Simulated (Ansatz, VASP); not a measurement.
**One calculation of TiTe2, two programs**

The input INCAR:

```
SYSTEM = TiTe2
PREC = Accurate
ENCUT = 520
EDIFF = 1E-7
ISMEAR = -1
SIGMA = 0.05
LREAL = .FALSE.
LASPH = .TRUE.
NELM = 80
ALGO = Normal
ISIF = 2
LWAVE = .FALSE.
LCHARG = .TRUE.
GGA = PS
LELF = .TRUE.
LVHAR = .TRUE.
NBANDS = 19
```

Contents of KPOINTS:

```
Automatic mesh
0
G
  8 8 4
  0 0 0
```

File POSCAR:

```
TiTe2
1.0
    3.7770000000      0.0000000000      0.0000000000
   -1.8885000000      3.2709779501      0.0000000000
    0.0000000000      0.0000000000      6.4980000000
Te Ti
2 1
Direct
    0.3388330000      0.6607440000      0.7419060000
    0.6673940000      0.3380020000      0.2672440000
   -0.0012540000     -0.0001860000      0.0024000000
```

input.yaml

```yaml
crystal:
  lattice:
    - [3.777, 0.0, 0.0]
    - [-1.8885, 3.2709779501, 0.0]
    - [0.0, 0.0, 6.498]
  atoms:
    - { symbol: Te, position: [0.338833, 0.660744, 0.741906] }
    - { symbol: Te, position: [0.667394, 0.338002, 0.267244] }
    - { symbol: Ti, position: [-0.001254, -0.000186, 0.0024] }
hamiltonian:
  xc: pbesol
  pseudopotentials: { kind: paw }
kpoints:
  mp_grid: { grid: [8, 8, 4] }
scf:
  occupations: { method: fermi_dirac, width: 0.05 }
output:
  forces: true
  stress: true
  eigenvalues: true
```

Change from the starting cell: atoms moved at random, drawn with an rms of 0.05 Å.

Alike in both runs: task single point; functional PBEsol; k mesh 8 × 8 × 4; occupations fermi-dirac, width 0.05 eV; no spin polarisation.

```csv
,VASP,Ansatz
version,VASP 6.6.1,Ansatz 0.2.0
potentials or method,"VASP PAW PBE potentials, release 64 (Te, Ti_sv)",Ansatz PAW
plane-wave cutoff (eV),520,420
valence electrons in the cell,24,44
```

|  | VASP | Ansatz | Ansatz less VASP |
| --- | --- | --- | --- |
| gap on the k mesh at the Fermi level (eV) | none | none | - |
| pressure (GPa) | -2.2 | -2.2 | -0.05 |
| largest component of the traceless stress (GPa) | 0.49 | 0.49 | -0.001 |
| rms of the force components (eV/Å) | 0.101 | 0.105 | +0.0040 |

Atom by atom the forces differ by 0.009 eV/Å (rms over components). A gap of «none» marks a metal or a gap that the smearing closes. The two sets of potentials don't hold the same shells in valence.

Caveats: the PAW data sets were made with another functional, which shifts forces and pressure a little (VASP); the PAW data sets come from PBE, with cores solved anew for the run's functional, which leaves a small shift of forces and pressure (Ansatz). Spin-orbit coupling is left out, which matters for the levels of Te.
